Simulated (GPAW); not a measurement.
Here is a GPAW 26.7.0 calculation.

run.py

```python
from ase import Atoms
from ase.dft.bandgap import bandgap
from ase.io import write
from ase.units import GPa
from gpaw import GPAW, PW, setup_paths

setup_paths.insert(0, '.')

atoms = Atoms(['Mg', 'B', 'B'],
              cell=[[3.085, 0.0, 0.0],
                    [-1.5425, 2.6716883707, 0.0],
                    [0.0, 0.0, 3.523]],
              scaled_positions=[[0.0, 0.0, 0.0],
                                [0.6666666667, 0.3333333333, 0.5],
                                [0.3333333333, 0.6666666667, 0.5]],
              pbc=True)

calc = GPAW(mode=PW(800),
            xc='PBEsol',
            kpts={'size': (10, 10, 8), 'gamma': True},
            occupations={'name': 'fermi-dirac', 'width': 0.05},
            nbands=17,
            convergence={'density': 1e-05, 'energy': 1e-05},
            maxiter=150,
            txt='gpaw.txt')
atoms.calc = calc
energy = atoms.get_potential_energy()
forces = atoms.get_forces()
stress = atoms.get_stress()
calc.write('gs.gpw')
write('result.traj', atoms)
print(f'Energy: {energy:.6f} eV')
print('Forces (eV/A):')
print(forces.round(4))
print('Stress (GPa):', (stress / GPa).round(3))
print('Fermi level:', round(calc.get_fermi_level(), 4), 'eV')
print(f'Gap: {bandgap(calc)[0]:.4f} eV, direct: {bandgap(calc, direct=True)[0]:.4f} eV')

path = atoms.cell.bandpath('GMKGALHA,LM,KH', npoints=100, eps=1e-4)
bs_calc = calc.fixed_density(kpts=path, symmetry='off', nbands=26,
                             convergence={'bands': 'CBM+6.0', 'eigenstates': 1e-6}, txt='bands.txt')
bs = bs_calc.band_structure()
bs.write('bs.json')
print(f'Gap on the path: {bandgap(bs_calc)[0]:.4f} eV')
```

Potentials or basis: PAW data sets generated in the run's folder for this functional, pw.

Launch:

```bash
$ gpaw-setup -f PBEsol B Mg
$ OMP_NUM_THREADS=1 python run.py
```

Q: What does it give for the band gap along the path?

A: None (metal or under the smearing width).

Q: Estimate the pressure.

A: -3.1 GPa.

Stress tensor (GPa, compression positive):
```
-3.03  0.00  0.00
 0.00 -3.03  0.00
 0.00  0.00 -3.12
```
